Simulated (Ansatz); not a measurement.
# Density of states of MnO

```cif
data_structure
_symmetry_space_group_name_H-M 'P 1'
_symmetry_Int_Tables_number 1
_cell_length_a 3.3717
_cell_length_b 3.3717
_cell_length_c 5.3855
_cell_angle_alpha 90.000
_cell_angle_beta 90.000
_cell_angle_gamma 120.000
_cell_volume 53.02
loop_
_atom_site_label
_atom_site_type_symbol
_atom_site_fract_x
_atom_site_fract_y
_atom_site_fract_z
_atom_site_occupancy
Mn1 Mn 0.33333 0.66667 0.01096 1
Mn2 Mn 0.66667 0.33333 0.51096 1
O1 O 0.33333 0.66667 0.37547 1
O2 O 0.66667 0.33333 0.87547 1
```

The runs use the primitive cell with vectors (3.372, 0.000, 0.000), (-1.686, 2.920, 0.000), (0.000, 0.000, 5.386) Å, to which the k mesh refers.

The cell comes from COD entry 4117966, which wasn't checked; take it as a given geometry.

Semilocal functionals without U often leave such compounds metallic or with too small a gap, and the real magnetic order may differ.

Runs of this kind can end on a higher state of the open shell or of the magnetic order, so this needn't be the ground state of the method.

Method: DFT, PBE, all-electron LAPW, scalar-relativistic in Ansatz 0.2.0.

Sampling and basis: a Γ-centred 14×14×8 k mesh, Fermi–Dirac smearing of 0.05 eV, basis error target 0.5 meV/atom, spin-polarised from start moments Mn1 4, Mn2 4 μB, ending with a cell moment of 9.99 μB.

States per eV and cell, averaged over 0.4 eV, from -7.4 to 6.8 eV, with energies (bin centres) from the Fermi level; empty bins are left out. The partial columns, the largest 4 alone, are projections on Löwdin-orthogonalised atomic shells (those that the program's projection atoms carry: the occupied ones and, for some elements, an empty d or f shell; other empty shells have no column), summed over atoms of an element and both spins. Weights on diffuse s and p shells depend on that basis and aren't pure angular character.

```tsv
E (eV)	spin-up	spin-down	Mn 3d	O 2p	Mn 4s	O 2s
-7.3	1.96	0.00	0.39	1.26	0.27	0.01
-6.9	2.82	0.00	0.60	1.87	0.30	0.01
-6.5	0.90	0.46	0.29	0.96	0.08	0.00
-6.1	6.00	3.64	2.23	6.76	0.50	0.03
-5.7	3.27	0.92	0.94	3.07	0.11	0.01
-5.3	0.04	2.88	0.33	2.47	0.06	0.00
-4.9	0.00	6.92	0.94	5.85	0.04	0.00
-4.5	0.00	0.18	0.02	0.16	0.00	0.00
-3.7	0.01	0.00	0.01	0.00	0.00	0.00
-3.3	2.81	0.00	2.71	0.05	0.01	0.01
-2.9	4.84	0.00	4.63	0.14	0.02	0.01
-2.5	4.53	0.00	4.18	0.23	0.02	0.04
-2.1	2.41	0.00	2.01	0.28	0.01	0.05
-1.7	2.84	0.00	2.15	0.54	0.02	0.05
-1.3	2.69	0.00	1.80	0.69	0.08	0.06
-0.9	3.02	0.00	1.90	0.95	0.07	0.04
-0.5	1.44	0.00	0.87	0.54	0.01	0.00
-0.1	0.45	0.00	0.25	0.18	0.01	0.00
0.3	0.16	1.27	1.15	0.08	0.09	0.03
0.7	0.15	2.83	2.44	0.13	0.15	0.04
1.1	0.17	2.65	2.34	0.13	0.18	0.05
1.5	0.20	4.66	4.11	0.27	0.26	0.07
1.9	0.23	3.58	3.17	0.21	0.27	0.06
2.3	0.27	3.75	3.40	0.26	0.19	0.10
2.7	0.32	4.06	3.40	0.54	0.26	0.07
3.1	0.37	2.14	1.70	0.40	0.27	0.04
3.5	0.48	0.93	0.60	0.22	0.38	0.05
3.9	0.55	0.30	0.10	0.08	0.38	0.04
4.3	0.57	0.32	0.08	0.08	0.37	0.04
4.7	0.55	0.36	0.07	0.07	0.35	0.03
5.1	0.51	0.44	0.07	0.07	0.34	0.03
5.5	0.43	0.51	0.07	0.07	0.34	0.02
5.9	0.80	0.53	0.07	0.10	0.38	0.02
6.3	0.77	0.55	0.06	0.09	0.35	0.01
6.7	0.84	0.46	0.05	0.08	0.30	0.01
```

Task: Which of the resolved shells contributes most within 0.3 eV of the Fermi level?

Result: Mn 3d, with 62 % of all states there; O 2p follows with 28 %.

Task: Where is the centre of the filled Mn 3d states between -14 eV and the top of the filled states?

Result: -3.03 eV from the Fermi level.
